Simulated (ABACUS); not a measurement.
Runs of ABACUS 3.10.1 on Mo. Symmetry: Im-3m, No. 229, cubic system. The conventional cell has a = 3.168 Å, b = 3.168 Å, c = 3.168 Å, α = 90.00°, β = 90.00°, γ = 90.00°. Mo (site symmetry m-3m) has 8 Mo at 2.74 Å as nearest neighbours. 

| task | level | potentials or basis | cell | k mesh | cutoff (eV) | radial cutoff of the potentials (pseudo_rcut) | max steps of the relaxation | force threshold | optimiser | stress threshold | gap on the mesh (eV) | pressure (GPa) |
| --- | --- | --- | --- | --- | --- | --- | --- | --- | --- | --- | --- | --- |
| relaxation of cell and atoms | TPSS | SG15 ONCV 1.2 PBE, plane waves | relaxed | 8 × 8 × 8 | 1279 | 7 bohr | 60 | 0.02 eV/Å | cg | 0.2 kbar | none | 0.0 |
| single point | TPSS | SG15 ONCV 1.2 PBE, plane waves | as given | 8 × 8 × 8 | 1279 | 7 bohr | - | - | - | - | none | -4.0 |
| single point | BP86 | PseudoDojo NC SR 0.4.1 PBE standard, plane waves | as given | 10 × 10 × 10 | 1102 | 10 bohr | - | - | - | - | none | -0.8 |
| single point | BLYP | PseudoDojo NC SR 0.5 PBE standard, plane waves | as given | 10 × 10 × 10 | 1102 | 10 bohr | - | - | - | - | none | (a) |

Alike in all rows: no spin polarisation; smearing fermi-dirac 0.05 eV.

Problem. Estimate the missing entries.

Solution. (a) 8.1.

Caveats: the potentials were made for another functional, which shifts forces and pressure.

A k mesh can miss the band edges, and the runs leave out spin-orbit coupling on Mo.

A gap of «none» marks a metal or a gap under the smearing width.
